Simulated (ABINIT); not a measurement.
An input for ABINIT 10.8.3 (GaN (F-43m)):

```
acell 3*1.0 Angstrom
rprim 
  0.000000000000 2.253500607500 2.253500607500
  2.253500607500 0.000000000000 2.253500607500
  2.253500607500 2.253500607500 0.000000000000
ntypat 2
znucl 31 7
natom 2
typat 1 2
xred 
  0.000000000000 0.000000000000 0.000000000000
  0.750000000000 0.750000000000 0.750000000000
pp_dirpath "pseudos"
pseudos "Ga.upf, N.upf"
ecut 45
ngkpt 6 6 6
nshiftk 1
shiftk 0 0 0
kptopt 1
chksymbreak 0
istwfk *1
occopt 1
irdwfk 1
optdriver 4
nband 118
gwcalctyp 28
ecutsigx 45
symsigma 0
nkptgw 16
kptgw 
  0.0000000000 0.0000000000 0.0000000000
  0.1666666667 0.0000000000 0.0000000000
  0.3333333333 0.0000000000 0.0000000000
  0.5000000000 0.0000000000 0.0000000000
  0.1666666667 0.1666666667 0.0000000000
  0.3333333333 0.1666666667 0.0000000000
  0.5000000000 0.1666666667 0.0000000000
  -0.3333333333 0.1666666667 0.0000000000
  -0.1666666667 0.1666666667 0.0000000000
  0.3333333333 0.3333333333 0.0000000000
  0.5000000000 0.3333333333 0.0000000000
  -0.3333333333 0.3333333333 0.0000000000
  0.5000000000 0.5000000000 0.0000000000
  0.5000000000 0.3333333333 0.1666666667
  -0.3333333333 0.3333333333 0.1666666667
  -0.3333333333 0.5000000000 0.1666666667
bdgw 
  11 23
  11 23
  11 23
  11 23
  11 23
  11 23
  11 23
  11 23
  11 23
  11 23
  11 23
  11 23
  11 23
  11 23
  11 23
  11 23
ecuteps 8
irdscr 1
ppmodel 1
irdqps 1
rhoqpmix 0.3
indata_prefix "in"
outdata_prefix "out"
tmpdata_prefix "tmp"
```

```sh
OMP_NUM_THREADS=1 mpirun -n 4 abinit run.abi > log
```

Q: How long will it take on 4 MPI ranks of Arm Neoverse V1, shared host, and how much memory?

It took 14 min; on shared hardware allow 7 min to 28 min. Peak host memory was 1.7 GiB.

[Paths, hosts, dates, memory and timing lines, banners, echoed tables and standing remarks are left out of the program output.]

[Logs are printed without paths, hosts, clocks, repeated set-up lines and the standing remarks that a program may print on its own settings, such as how far it seeks lower states.]

[Runs of the session that timed out or met a known fault of the program may be left out.]

[Hosts, paths, dates, database ids (printed as entryN), source tags and the programs' standing remarks are cut or masked in the printed files.]

[G0W0 gaps are taken among the corrected bands and points alone; a level outside them can change the order at an edge.]

[Where Ansatz stands beside ABINIT at settings called matched, ABINIT's density can come from a denser mesh and the files from another edition; pairs whose starting gaps differed by over 0.03 eV were left out, so agreement reads better than it is.]
